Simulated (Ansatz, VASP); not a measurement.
# One calculation of InAs, two programs

```xyz
2
Lattice="0.0000 3.0933 3.0933 3.0933 0.0000 3.0933 3.0933 3.0933 0.0000" Properties=species:S:1:pos:R:3 pbc="T T T"
In    0.0000    0.0000    0.0000
As    1.5467    1.5467    1.5467
```

Alike in both runs: functional PBE; k mesh 16 × 16 × 16; occupations gaussian, width 0.1 eV; no spin polarisation.

Ansatz relaxed the structure, and its values are those at the end. VASP's run is a single point on that final structure, the one shown.

|  | VASP | Ansatz |
| --- | --- | --- |
| version | VASP 6.6.1 | Ansatz 0.2.0 |
| potentials or method | VASP PAW PBE potentials, release 64 (In_d, As) | scalar-relativistic, plane waves, PAW |
| plane-wave cutoff (eV) | 520 | 420 |
| valence electrons in the cell | 18 | 28 |

|  | VASP | Ansatz | Ansatz less VASP |
| --- | --- | --- | --- |
| gap on the k mesh at the Fermi level (eV) | none | none | - |
| pressure (GPa) | 0.0 | 0.0 | -0.05 |

A gap of «none» marks a metal or a gap that the smearing closes. The two sets of potentials don't hold the same shells in valence.
